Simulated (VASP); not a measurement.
# TePb (Fm-3m) in VASP: notebook

One crystal, TePb, is run at these levels: RPBE+D3(BJ), PBE, PBE+D3(BJ); tasks: single point, relaxation of cell and atoms.

All numbers are computed with VASP 6.6.1; they aren't measurements. Logs are shortened: lines on timing, memory, paths and dates and some standing lists are left out, and cuts for length are marked.

## Step 1: The crystal as given

The structure is cubic, space group Fm-3m (No. 225). Conventional cell: a = 5.998 Å, b = 5.998 Å, c = 5.998 Å, α = 90.00°, β = 90.00°, γ = 90.00°. Pb (site symmetry m-3m) is surrounded by 6 Te at 3.00 Å. Around Te (site symmetry m-3m) lie 6 Pb at 3.00 Å.

## Step 2: Single point, RPBE+D3(BJ)

Contents of INCAR:

```
SYSTEM = TePb
  ALGO = Fast
  EDIFF = 1E-7
  ENCUT = 520
  GGA = RP
  ISIF = 2
  ISMEAR = -1
  IVDW = 12
  LASPH = .TRUE.
  LCHARG = .FALSE.
  LREAL = .FALSE.
  LWAVE = .FALSE.
  NBANDS = 17
  NELM = 100
  PREC = Accurate
  SIGMA = 0.05
```

Contents of KPOINTS:

```
k-points
0
G
  7 7 7
  0 0 0
```

Contents of POSCAR:

```
TePb
1.0
    0.0000000000      2.9991831924      2.9991831924
    2.9991831924      0.0000000000      2.9991831924
    2.9991831924      2.9991831924      0.0000000000
Pb Te
1 1
Direct
    0.0000000000      0.0000000000      0.0000000000
    0.5000000000      0.5000000000      0.5000000000
```

Potentials or basis: VASP PAW PBE potentials, release 64 (Pb_d, Te).

On the command line:

```sh
cat potpaw_PBE.64/Pb_d/POTCAR potpaw_PBE.64/Te/POTCAR > POTCAR
mpirun -np 1 vasp_std > vasp.out
```

OUTCAR:

```text
SYSTEM = TePb
   EDIFF = 1E-7
   ENCUT = 520
   GGA = RP
   ISIF = 2
   ISMEAR = -1
   IVDW = 12
   LASPH = .TRUE.
   LREAL = .FALSE.
   NELM = 100
   PREC = Accurate
 IVDW          = 12

 ion  position               nearest neighbor table
   1  0.000  0.000  0.000-   2 3.00   2 3.00   2 3.00   2 3.00   2 3.00   2 3.00
   2  0.500  0.500  0.500-   1 3.00   1 3.00   1 3.00   1 3.00   1 3.00   1 3.00

  LATTYP: Found a face centered cubic cell.
 ALAT       =     5.9983663848

  Lattice vectors:

 A1 = (   0.0000000000,   2.9991831924,   2.9991831924)
 A2 = (   2.9991831924,   0.0000000000,   2.9991831924)
 A3 = (   2.9991831924,   2.9991831924,   0.0000000000)

Analysis of symmetry for initial positions (statically):
=====================================================================
 Subroutine PRICEL returns:
 Original cell was already a primitive cell.

 Routine SETGRP: Setting up the symmetry group for a
 face centered cubic supercell.

 Subroutine GETGRP returns: Found 48 space group operations
 (whereof 48 operations were pure point group operations)
 out of a pool of 48 trial point group operations.

The static configuration has the point symmetry O_h .

Analysis of symmetry for dynamics (positions and initial velocities):
=====================================================================
 Subroutine PRICEL returns:
 Original cell was already a primitive cell.

 Routine SETGRP: Setting up the symmetry group for a
 face centered cubic supercell.

 Subroutine GETGRP returns: Found 48 space group operations
 (whereof 48 operations were pure point group operations)
 out of a pool of 48 trial point group operations.

The dynamic configuration has the point symmetry O_h .

 Subroutine INISYM returns: Found 48 space group operations
 (whereof 48 operations are pure point group operations),
 and found     1 'primitive' translations

----------------------------------------------------------------------------------------

                                     Primitive cell

  volume of cell :      53.9559

  direct lattice vectors                    reciprocal lattice vectors
     0.000000000  2.999183192  2.999183192    -0.166712057  0.166712057  0.166712057
     2.999183192  0.000000000  2.999183192     0.166712057 -0.166712057  0.166712057
     2.999183192  2.999183192  0.000000000     0.166712057  0.166712057 -0.166712057

  length of vectors
     4.241485547  4.241485547  4.241485547     0.288753753  0.288753753  0.288753753

[... 74 lines left out ...]
   NELM   =    100;   NELMIN=  2; NELMDL= -5     # of ELM steps
   EDIFF  = 0.1E-06   stopping-criterion for ELM
   LREAL  =      F    real-space projection
   EDIFFG = 0.1E-05   stopping-criterion for IOM
   NSW    =      0    number of steps for IOM
   IBRION =     -1    ionic relax: 0-MD 1-quasi-New 2-CG
   NFREE  =      0    steps in history (QN), initial steepest desc. (CG)
   ISIF   =      2    stress and relaxation
   ISYM   =      2    0-nonsym 1-usesym 2-fastsym
   POTIM  = 0.5000    time-step for ionic-motion
   TEBEG  =    0.0;   TEEND  =   0.0 temperature during run
   PSTRESS=    0.0 pullay stress
   NELECT =      20.0000    total number of electrons
   NUPDOWN=      -1.0000    fix difference up-down
   EMIN   =  10.00;   EMAX   =-10.00  energy-range for DOS
   EFERMI =   0.00;   METHOD = LEGACY
   ISMEAR =    -1;   SIGMA  =   0.05  broadening in eV -4-tet -1-fermi 0-gaus
   EFERMI_NEDOS =   21; number of points for ismear=-14 and -15
   IALGO  =     68    algorithm
   IMIX   =      4    mixing-type and parameters
     AMIX     =   0.40;   BMIX     =  1.00
     AMIX_MAG =   1.60;   BMIX_MAG =  1.00
  volume/ion in A,a.u.               =      26.98       182.06
  Fermi-wavevector in a.u.,A,eV,Ry     =   1.175994  2.222307 18.816344  1.382962
  Thomas-Fermi vector in A             =   2.312365
   LORBIT       =      0    0 simple, 1 ext, 2 COOP (PROOUT), +10 PAW based schemes
   GGA     = RP    functional components
   LHFCALC =     F    Hartree Fock is set to
   AEXX    =    0.0000 exact exchange contribution
   IVDW    =    12    specifies the selected vdW correction
   LEPSILON=     F    determine dielectric tensor
   LRPA    =     F    only Hartree local field effects (RPA)
 non-spin polarized calculation
 RMM-DIIS sequential band-by-band and
  energy-cutoff  :      520.00
  volume of cell :       53.96
 maximum number of plane-waves:      1468
   NGX = 15   NGY = 15   NGZ = 15

 number of electron      20.0000002 magnetization

 Free energy of the ion-electron system (eV)
  ---------------------------------------------------
  ext. energy  EPLUGINS =         0.00000000
  ---------------------------------------------------
  free energy    TOTEN  =        -5.85844844 eV

  energy without entropy =       -5.85839840  energy(sigma->0) =       -5.85842342

 E-fermi :   9.2331     XC(G=0): -10.2548

 val. band max:        8.9040344265   @ k =   0.4286   0.0000   0.0000
 cond. band min:       9.5642594915   @ k =   0.4286   0.0000   0.0000
 fundamental gap:      0.6602250650
 Fermi energy:         9.2331156478

 k-point     1 :       0.0000    0.0000    0.0000
  band No.  band energies     occupation
      1      -8.3605      2.00000
      2      -8.3605      2.00000
      3      -8.3318      2.00000
      4      -8.3318      2.00000
      5      -8.3318      2.00000
      6      -5.1779      2.00000
[... 377 lines left out ...]
      4      -8.3060      2.00000
      5      -8.2725      2.00000
      6      -2.3243      2.00000
[... 9 lines left out ...]
     16      19.3180      0.00000
     17      20.2123      0.00000

------------------------ aborting loop because EDIFF is reached ----------------------------------------

 Edisp (eV)   -5.28253

 E8    (eV) :    -3.6536

  FORCE on cell =-STRESS in cart. coord.  units (eV):
  Direction    XX          YY          ZZ          XY          YZ          ZX
  --------------------------------------------------------------------------------------
  -------------------------------------------------------------------------------------
  Total      -0.03096    -0.03096    -0.03096     0.00000     0.00000     0.00000
  in kB      -0.91926    -0.91926    -0.91926     0.00000     0.00000     0.00000
  external pressure =       -0.92 kB  Pullay stress =        0.00 kB

 VOLUME and BASIS-vectors are now :
 -----------------------------------------------------------------------------
  energy-cutoff  :      520.00
  volume of cell :       53.96
      direct lattice vectors                 reciprocal lattice vectors
     0.000000000  2.999183192  2.999183192    -0.166712057  0.166712057  0.166712057
     2.999183192  0.000000000  2.999183192     0.166712057 -0.166712057  0.166712057
     2.999183192  2.999183192  0.000000000     0.166712057  0.166712057 -0.166712057

 POSITION                                       TOTAL-FORCE (eV/Angst)
 -----------------------------------------------------------------------------------
      0.00000      0.00000      0.00000         0.000000      0.000000      0.000000
      2.99918      2.99918      2.99918        -0.000000     -0.000000     -0.000000
 -----------------------------------------------------------------------------------
    total drift:                                0.000000     -0.000000     -0.000000

  FREE ENERGIE OF THE ION-ELECTRON SYSTEM (eV)
  ---------------------------------------------------
  free  energy   TOTEN  =       -11.1409780029 eV

  energy  without entropy=      -11.1409279564  energy(sigma->0) =      -11.14095298
```

Run time: 19 s. Hardware: 1 thread of Intel Xeon Platinum 8259CL at 2.50GHz (Skylake/Cascade Lake), shared host; peak memory 0.18 GiB.

What came out:

```
Free energy                : -11.1410 eV
Pressure                   : -0.1 GPa
Dispersion energy per atom : -2.641 eV
```

Caveat: this odd mesh misses L, where the gap lies, so gap, dielectric constants and Born charges aren't listed; the PAW data sets were made with another functional, which shifts forces and pressure a little. The run has no spin-orbit coupling, so splittings on Pb, Te are missing.

## Step 3: Relaxation of cell and atoms, RPBE+D3(BJ)

This run uses another cell than the first one, of 33.73 Å³/atom, 1.250 times its volume.

Contents of INCAR:

```
PREC     = Accurate       # precision mode
ENCUT    = 600            # plane-wave cutoff, eV
EDIFF    = 1E-6           # SCF threshold, eV
ISMEAR   = -1             # smearing method
SIGMA    = 0.05           # smearing width, eV
LREAL    = False          # projectors in reciprocal space
LASPH    = True           # aspherical terms in the spheres
NELM     = 100            # most SCF steps
ALGO     = Normal         # electronic algorithm
ISIF     = 3              # what is computed and relaxed
LWAVE    = False          # write WAVECAR
LCHARG   = False          # write CHGCAR
GGA      = RP             # functional
IVDW     = 12             # dispersion correction
IBRION   = 2              # ionic algorithm
NSW      = 80             # ionic steps
EDIFFG   = -0.005         # ionic threshold
```

Contents of KPOINTS:

```
Automatic mesh
0
Gamma
  7 7 7
```

Contents of POSCAR:

```
TePb
1.0
    0.0000000000      3.2310000000      3.2310000000
    3.2310000000      0.0000000000      3.2310000000
    3.2310000000      3.2310000000      0.0000000000
Pb Te
1 1
Direct
    0.0000000000      0.0000000000      0.0000000000
    0.5000000000      0.5000000000      0.5000000000
```

Potentials or basis: VASP PAW PBE potentials, release 64 (Pb_d, Te).

On the command line:

```sh
cat potpaw_PBE.64/Pb_d/POTCAR potpaw_PBE.64/Te/POTCAR > POTCAR
mpirun -np 1 vasp_std > vasp.out
```

It took 2 min on 1 thread of Intel Xeon Platinum 8259CL at 2.50GHz (Skylake/Cascade Lake), shared host; peak memory 0.26 GiB.

Results (log left out):

- Free energy: -11.1418 eV
- Relaxed volume: 26.96 Å³/atom
- Relaxed cell: a = 4.241 Å, b = 4.241 Å, c = 4.241 Å, α = 60.00°, β = 60.00°, γ = 60.00°
- Space group after relaxing (to 0.05 Å): Fm-3m (No. 225)
- Energy gained by relaxing: 272.8 meV/atom
- Ionic steps: 6
- Pressure after relaxing: 0.0 GPa
- Dispersion energy per atom: -2.643 eV

Step by step:
```tsv
step	energy change (eV)	largest force (eV/Å)	pressure (GPa)	volume (Å³)
1	0.0000	0.0000	-10.48	67.46
2	-0.3596	0.0000	11.42	48.13
3	-0.5455	0.0000	-0.17	54.03
4	-0.5454	0.0000	0.22	53.78
5	-0.5454	0.0000	-0.18	54.05
6	-0.5455	0.0000	0.01	53.93
```

Final structure:
```
CELL_PARAMETERS angstrom
0.00000 2.99862 2.99862
2.99862 0.00000 2.99862
2.99862 2.99862 0.00000
ATOMIC_POSITIONS crystal
Pb 0.00000 0.00000 0.00000
Te 0.50000 0.50000 0.50000
```

Levels at points of the mesh, in eV from the Fermi level:
```csv
k point,band 8,band 9,band 10,band 11,band 12,band 13
"(0.00, 0.00, 0.00)",-2.56,-2.56,-2.56,4.03,4.03,4.03
```

Caveat: this odd mesh misses L, where the gap lies, so gap, dielectric constants and Born charges aren't listed; the volume moved by over 15 % at a fixed basis, so the end points are rough; the PAW data sets were made with another functional, which shifts forces and pressure a little; the volume moved by -20 % from the deposited cell, more than functionals usually miss. The run has no spin-orbit coupling, so splittings on Pb, Te are missing.

(Continued in part 2 of 2.)
